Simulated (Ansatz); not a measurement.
# In: stress in a strained cell

Aim: deform In (zz strain of +3 %) and compute stress, forces and field gradients with LAPW, PAW and all-electron datasets made for the crystal.

Computed with Ansatz 0.2.0 (DFT PBE, scalar-relativistic, unless a step's input says otherwise).

## 1. The structure to begin with

Symmetry: R-3m, No. 166, trigonal system. The conventional cell has a = 3.339 Å, b = 3.339 Å, c = 24.622 Å, α = 90.00°, β = 90.00°, γ = 120.00°. In (site symmetry -3m) has 12 In at 3.34 to 3.35 Å as nearest neighbours. Around In (site symmetry 3m) lie 12 In at 3.34 to 3.35 Å.

Coordinates:

```
CELL_PARAMETERS angstrom
1.66964 0.96397 8.20746
-1.66964 0.96397 8.20746
0.00000 -1.92793 8.20746
ATOMIC_POSITIONS crystal
In 0.00000 0.00000 0.00000
In 0.77801 0.77801 0.77801
In 0.22199 0.22199 0.22199
```

Atoms are numbered in the order of the input: In1, In2, In3.

## 2. After the deformation

Space group R-3m before, R-3m after.

## 3. LAPW, all electrons

input.yaml reads:

```yaml
crystal:
  lattice:
    - [1.6696368166, 0.9639652655, 8.4536871475]
    - [-1.6696368166, 0.9639652655, 8.4536871475]
    - [0.0, -1.927930531, 8.4536871475]
  atoms:
    - { symbol: In, position: [0.0, 0.0, 0.0] }
    - { symbol: In, position: [0.77801224, 0.77801224, 0.77801224] }
    - { symbol: In, position: [0.22198776, 0.22198776, 0.22198776] }
kpoints:
  mp_grid: { grid: [14, 14, 14] }
  band_path:
    path:
      - [0.0, 0.0, 0.0]
      - [0.5, 0.5, 0.5]
      - [0.8246649288, 0.1753350712, 0.5]
      - [0.5, -0.1753350712, 0.1753350712]
      - [0.5, 0.0, 0.0]
      - [0.0, 0.0, 0.0]
      - [0.3376675356, -0.3376675356, 0.0]
      - [0.6623324644, 0.0, 0.3376675356]
      - [0.5, 0.0, 0.5]
    npoints: 5
scf:
  occupations: { method: fermi_dirac, width: 0.05 }
hamiltonian:
  xc: pbe
  pseudopotentials: { kind: all_electron, lapw: { basis_error: 0.0005 } }
output:
  forces: true
  stress: true
  eigenvalues: true
```

Command:

```console
$ ansatz run input.yaml --threads 1 --pin off --max-ram 6144MiB --backend cpu --events-out ev --progress --plain --runs-dir out
```

Output (excerpt; [...] marks lines left out):

```text
LAPW: plane waves up to 6.889 Å⁻¹, error target 5.0e-4 eV per atom; small_component_spin mean_spin; In in spheres of 1.670 Å, 21 of its electrons in bands, Dirac shells []
[...]
Pseudopotentials: kind: all_electron
Pseudopotential: In, LAPW, valence charge 21, Koelling and Harmon's equation, gaussian nucleus
Functional definition: PBE
[...]
Crystal: 3 atoms, lattice volume = 81.636 Å³
Basis set: ecut = 180.81824824565433 eV, 463 PW (Γ), FFT grids on a1−a3, a2−a3, a3, exchange–correlation at level 2
Bands: 38, of which v1, the nominal top of the filled ones, is band 32 counted from 1 (31 counted from 0)
Symmetry: 12 space group operations
Space group: R-3m (ITA 166), of the structure as read, at distance tolerance 4.3e-5 Å
k-points: 288 of 2744
[...]
SCF iter   1: F=—  HF=-480137.985760 eV  |F-HF|=—  |Δ(HF+E_count)|=         —  Δρ=5.30e-3  dr2=1.71e-2  ethr=2.69e-5  ⟨swp⟩=3.4  Hψ=76821  notcnv=0
[...]
SCF iter   9: F=-480137.908910 eV  HF=-480137.908910 eV  |F-HF|=1.22e-8  |Δ(HF+E_count)|=   8.49e-8  Δρ=3.47e-6  dr2=2.31e-8  ethr=3.49e-10  ⟨swp⟩=2.0  Hψ=33648  notcnv=0
[...]
NSCF: frozen V_eff on 41 k-points
SCF converged after 9 iterations
Free energy (F): -480137.908910 eV
[...]
E sigma→0 (E₀):  -480137.902978 eV
Entropy (-TS):   -0.011865 eV (-3.955 meV/atom)
Fermi energy:    12.902347 eV
[...]
--- Forces (eV/Å), atoms counted from 1 ---
  atom   1  In    -0.00000000     0.00000000    -0.00000000
  atom   2  In     0.00000000     0.00000000    -0.00693521
  atom   3  In     0.00000000    -0.00000000     0.00693521
[...]
--- Stress (GPa, compression-positive) ---
        0.504671       0.000000      -0.000000
        0.000000       0.504671      -0.000000
        0.000000      -0.000000       0.518671
  P = ⅓ Tr σ = 0.5093 GPa (5.093 kbar)
--- Band table (eV; the first three rows and the last of 288) ---
[...]
```

It took 1.8 min on 1 thread of Intel Xeon Platinum 8488C (Sapphire Rapids), shared host; peak memory 1.2 GiB.

In short: pressure 0.51 GPa; no gap; largest force 0.007 eV/Å.

## 4. PAW with frozen cores

input.yaml reads:

```yaml
crystal:
  lattice:
    - [1.6696368166, 0.9639652655, 8.4536871475]
    - [-1.6696368166, 0.9639652655, 8.4536871475]
    - [0.0, -1.927930531, 8.4536871475]
  atoms:
    - { symbol: In, position: [0.0, 0.0, 0.0] }
    - { symbol: In, position: [0.77801224, 0.77801224, 0.77801224] }
    - { symbol: In, position: [0.22198776, 0.22198776, 0.22198776] }
kpoints:
  mp_grid: { grid: [14, 14, 14] }
scf:
  occupations: { method: fermi_dirac, width: 0.05 }
hamiltonian:
  xc: pbe
  pseudopotentials: { kind: paw }
output:
  forces: true
  stress: true
  eigenvalues: true
  efg: { contact_densities: true }
```

Command:

```console
$ ansatz run input.yaml --threads 1 --pin off --max-ram 6144MiB --backend cpu --events-out ev --progress --plain --runs-dir out
```

Output (excerpt; [...] marks lines left out):

```text
[...]
In: output.efg is read without spin–orbit coupling, which moves field gradients at and beside such atoms by some per cent and up to a factor of two; PAW files take it under magnetization.noncollinear and magnetization.spin_orbit
[...]
Pseudopotentials: kind: paw
Pseudopotential: In, paw, valence charge 13, recommended cutoff 420 eV (normal)
[... 1 set-up line as earlier in the session ...]
[...]
Crystal: 3 atoms, lattice volume = 81.636 Å³
Basis set: ecut = 420 eV, 1631 PW (Γ), FFT grids on a1−a3, a2−a3, a3, exchange–correlation on 48×48×120 points (8 copies of the dense FFT grid, shifted against one another)
Bands: 24, of which v1, the nominal top of the filled ones, is band 20 counted from 1 (19 counted from 0)
[... 2 set-up lines as earlier in the session ...]
k-points: 288 of 2744
[...]
  atom   2  In    -0.00000000     0.00000000    -0.00704577
  atom   3  In     0.00000000     0.00000000     0.00704577
[...]
--- Stress (GPa, compression-positive) ---
        0.503218       0.000000       0.000000
        0.000000       0.503218      -0.000000
        0.000000      -0.000000       0.516303
  P = ⅓ Tr σ = 0.5076 GPa (5.076 kbar)
--- PAW observables at the nuclei: V_zz in 10²¹ V/m², potentials from the cell's mean, atoms counted from 1 ---
  atom   1  In V_zz =    +0.955075   η = 0.0000   by run symmetry: allowed
            electrostatic potential = -7939.723975 V   contact ρ = 1133083.678690 e/Å³
  atom   2  In V_zz =    +0.343007   η = 0.0000   by run symmetry: allowed
            electrostatic potential = -7939.727092 V   contact ρ = 1133081.970102 e/Å³
  atom   3  In V_zz =    +0.343007   η = 0.0000   by run symmetry: allowed
            electrostatic potential = -7939.727092 V   contact ρ = 1133081.970102 e/Å³
--- Band table (eV; the first three rows and the last of 288) ---
[... band rows left out ...]
[...]
```

Wall time 23 s (1 thread of Intel Xeon Platinum 8488C (Sapphire Rapids), shared host); peak memory 0.72 GiB.

This run gives: pressure 0.51 GPa; no gap; largest force 0.007 eV/Å; Vzz In1 0.96 (η = 0.00), In2 0.34 (η = 0.00) (10²¹ V/m²).

## 5. All-electron PAW on datasets made for the crystal

Edit input.yaml of step 4 so:

```diff
@@ -15,3 +15,3 @@
   xc: pbe
-  pseudopotentials: { kind: paw }
+  pseudopotentials: { kind: all_electron, datasets: crystal }
 output:
```

Command:

```console
$ ansatz run input.yaml --threads 1 --pin off --max-ram 6144MiB --backend cpu --events-out ev --progress --plain --runs-dir out
```

Output (excerpt; [...] marks lines left out):

```text
[...]
band count auto-derived: 25 (N_el = 39.0; filled up to band 20; 24 by the electrons, moments and atoms)
In: output.efg is read without spin–orbit coupling, which moves field gradients at and beside such atoms by some per cent and up to a factor of two; PAW files take it under magnetization.noncollinear and magnetization.spin_orbit
[...]
[... 1 set-up line as earlier in the session ...]
Pseudopotential: In, paw, valence charge 13, recommended cutoff 240 eV (normal), Koelling and Harmon's equation, gaussian nucleus
[... 1 set-up line as earlier in the session ...]
[...]
Crystal: 3 atoms, lattice volume = 81.636 Å³
Basis set: ecut = 240 eV, 711 PW (Γ), FFT grids on a1−a3, a2−a3, a3, exchange–correlation on 36×36×90 points (8 copies of the dense FFT grid, shifted against one another)
Bands: 25, of which v1, the nominal top of the filled ones, is band 20 counted from 1 (19 counted from 0)
[...]
  atom   2  In     0.00000000     0.00000000    -0.00701496
  atom   3  In     0.00000000    -0.00000000     0.00701496
[...]
--- Stress (GPa, compression-positive) ---
        0.504806       0.000000       0.000000
        0.000000       0.504806      -0.000000
       -0.000000      -0.000000       0.518813
  P = ⅓ Tr σ = 0.5095 GPa (5.095 kbar)
--- PAW observables at the nuclei: V_zz in 10²¹ V/m², potentials from the cell's mean, atoms counted from 1 ---
  atom   1  In V_zz =    +0.962169   η = 0.0000   by run symmetry: allowed
            electrostatic potential = -7939.679475 V   contact ρ = 1133024.750969 e/Å³
  atom   2  In V_zz =    +0.346217   η = 0.0000   by run symmetry: allowed
            electrostatic potential = -7939.683201 V   contact ρ = 1133023.043709 e/Å³
  atom   3  In V_zz =    +0.346217   η = 0.0000   by run symmetry: allowed
            electrostatic potential = -7939.683201 V   contact ρ = 1133023.043709 e/Å³
--- Band table (eV; the first three rows and the last of 288) ---
[... band rows left out ...]
[...]
```

Run time: 52 s. Hardware: 1 thread of Intel Xeon Platinum 8488C (Sapphire Rapids), shared host; peak memory 1.3 GiB.

Read from it: pressure 0.51 GPa; no gap; largest force 0.007 eV/Å; Vzz In1 0.96 (η = 0.00), In2 0.35 (η = 0.00) (10²¹ V/m²).

## 6. Stress and forces compared

Stress (GPa, compression positive):

```
          method    xx    yy    zz    yz    xz    xy
            LAPW  0.50  0.50  0.52  0.00  0.00  0.00
             PAW  0.50  0.50  0.52  0.00  0.00  0.00
crystal datasets  0.50  0.50  0.52  0.00  0.00  0.00
```

Forces (eV/Å):

```
atom  LAPW x  LAPW y  LAPW z  PAW x  PAW y   PAW z  crystal datasets x  crystal datasets y  crystal datasets z
 In1   0.000   0.000   0.000  0.000  0.000   0.000               0.000               0.000               0.000
 In2   0.000   0.000  -0.007  0.000  0.000  -0.007               0.000               0.000              -0.007
 In3   0.000   0.000   0.007  0.000  0.000   0.007               0.000               0.000               0.007
```

| method | pressure (GPa) | largest force (eV/Å) | Vzz In1 (10²¹ V/m²) | Vzz In2 (10²¹ V/m²) | SCF cycles, all passes |
| --- | --- | --- | --- | --- | --- |
| LAPW | 0.51 | 0.007 | – | – | 9 |
| PAW | 0.51 | 0.007 | 0.96 | 0.34 | 7 |
| crystal datasets | 0.51 | 0.007 | 0.96 | 0.35 | 9 |

## 7. Results

```
                                 quantity                                           value
                                 pressure  LAPW 0.51, PAW 0.51, crystal datasets 0.51 GPa
largest shear or deviatoric stress (LAPW)                                        0.01 GPa
```

The largest part of the stress beyond the pressure is 0.01 GPa in size, in the zz component; the atoms are carried along and not relaxed. No run of the undeformed cell stands beside it, so the pressure holds what the given cell had before the change. PAW: stress within 0.01 GPa of LAPW. Crystal datasets: stress within 0.01 GPa of LAPW.
